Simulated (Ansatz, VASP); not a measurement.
**One calculation of ZnO (zincite), two programs**

```
CELL_PARAMETERS angstrom
3.27949 0.00000 0.00000
-1.63974 2.84012 0.00000
0.00000 0.00000 5.29327
ATOMIC_POSITIONS crystal
Zn 0.33333 0.66667 0.49997
Zn 0.66667 0.33333 0.99997
O 0.66667 0.33333 0.37904
O 0.33333 0.66667 0.87904
```

Alike in both runs: task single point; functional r2SCAN; k mesh 9 × 9 × 6; occupations gaussian, width 0.02 eV; no spin polarisation.

|  | VASP | Ansatz |
| --- | --- | --- |
| version | VASP 6.6.1 | Ansatz 0.2.0 |
| potentials or method | VASP PAW PBE potentials, release 64 (Zn, O) | scalar-relativistic, plane waves, PAW |
| plane-wave cutoff (eV) | 520 | 500 |
| valence electrons in the cell | 36 | 36 |

```tsv
	VASP	Ansatz	Ansatz less VASP
gap on the k mesh at the Fermi level (eV)	1.17	1.17	+0.005
least direct gap on the mesh (eV)	1.17	1.17	+0.005
pressure (GPa)	-5.0	-5.8	-0.87
largest component of the traceless stress (GPa)	0.08	0.09	+0.001
rms of the force components (eV/Å)	0.010	0.002	-0.0080
```

Atom by atom the forces differ by 0.008 eV/Å (rms over components). With one functional, cell and mesh, what is left measures potentials, basis and numerics.

Caveats: the PAW data sets were made with another functional, which shifts forces and pressure a little (VASP).
